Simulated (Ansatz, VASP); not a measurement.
# Si in VASP and in Ansatz

The input INCAR:

```
SYSTEM = Si
PREC     = Accurate       ! precision mode
ENCUT    = 600            ! plane-wave cutoff, eV
EDIFF    = 1E-6           ! SCF threshold, eV
ISMEAR   = 0              ! smearing method
SIGMA    = 0.02           ! smearing width, eV
LREAL    = .False.        ! projectors in reciprocal space
LASPH    = .True.         ! aspherical terms in the spheres
NELM     = 80             ! most SCF steps
ALGO     = Fast           ! electronic algorithm
ISIF     = 3              ! what is computed and relaxed
LWAVE    = .False.        ! write WAVECAR
LCHARG   = .False.        ! write CHGCAR
GGA      = PE             ! functional
IBRION   = 2              ! ionic algorithm
NSW      = 100            ! ionic steps
EDIFFG   = -0.01          ! ionic threshold
```

Contents of KPOINTS:

```
regular mesh
0
Gamma
  8 8 8
  0 0 0
```

POSCAR

```
Si
1.0
    0.0000000000      2.7335514428      2.7335514428
    2.7335514428      0.0000000000      2.7335514428
    2.7335514428      2.7335514428      0.0000000000
Si
2
Direct
    0.0000000000      0.0000000000      0.0000000000
    0.2500000000      0.2500000000      0.2500000000
```

Input for Ansatz:

```yaml
crystal:
  lattice:
    - [0.0, 2.7335514428, 2.7335514428]
    - [2.7335514428, 0.0, 2.7335514428]
    - [2.7335514428, 2.7335514428, 0.0]
  atoms:
    - { symbol: Si, position: [0.0, 0.0, 0.0] }
    - { symbol: Si, position: [0.25, 0.25, 0.25] }
basis:
  ecutwfc: 420
kpoints:
  mp_grid: { grid: [8, 8, 8] }
hamiltonian:
  xc: pbe
scf:
  occupations: { method: gaussian, width: 0.02 }
output:
  forces: true
  stress: true
  eigenvalues: true
relax:
  adjacent_minimum: "off"
  f_tol: 0.01
  max_steps: 80
  cell: { stress_tol: 0.05 }
```

Alike in both runs: task relaxation of cell and atoms; functional PBE; k mesh 8 × 8 × 8; occupations gaussian, width 0.02 eV; no spin polarisation.

|  | VASP | Ansatz |
| --- | --- | --- |
| version | VASP 6.6.1 | Ansatz 0.2.0 |
| potentials or method | VASP PAW PBE potentials, release 64 (Si) | scalar-relativistic, plane waves, PAW |
| plane-wave cutoff (eV) | 600 | 420 |
| valence electrons in the cell | 8 | 8 |

Ansatz gave:

* gap on the k mesh at the Fermi level, each at its own relaxed structure (eV): 0.65
* relaxed volume (Å³/atom): 20.45
* relaxed cell length with the largest relative difference (Å): 3.868

**Question.** Which values does VASP return?

**Answer.** gap on the k mesh at the Fermi level, each at its own relaxed structure (eV): 0.65; relaxed volume (Å³/atom): 20.46; relaxed cell length with the largest relative difference (Å): 3.868.

A k mesh can miss the band edges. A hybrid or GW would open this gap; PBE tends to underestimate it.
